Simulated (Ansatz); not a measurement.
We consider LaAlO₃ (R-3c, No. 167; start mp-2920; cell taken from a computed entry), described by r²SCAN in Ansatz (PAW).

Settings: plane-wave cutoff 560 eV, 8×8×8 k mesh, Fermi–Dirac smearing 0.01 eV, scalar-relativistic PAW data made under PBE.

Cell (relaxed at this level):

```
CELL_PARAMETERS angstrom
      2.68340     1.54926     4.36915
     -2.68340     1.54926     4.36915
      0.00000    -3.09852     4.36915
ATOMIC_POSITIONS crystal
  La 0.25000 0.25000 0.25000
  La 0.75000 0.75000 0.75000
  Al 0.00000 0.00000 0.00000
  Al 0.50000 0.50000 0.50000
  O  0.77935 0.25000 0.72065
  O  0.22065 0.75000 0.27935
  O  0.72065 0.77935 0.25000
  O  0.27935 0.22065 0.75000
  O  0.25000 0.72065 0.77935
  O  0.75000 0.27935 0.22065
```

Question: What does this level give for the band gap and smallest direct gap on the k points sampled?

Answer: 
- band gap: 4.38 eV
- smallest direct gap on the k points sampled: 4.44 eV

Spin–orbit coupling is not included.

The computed numbers hold no vibrational or temperature effects.

The result took about 30 core-seconds (a rough figure).

A start named mp-… is a Materials Project structure, which need not be a measured phase.

Ansatz is a program for electronic structure.
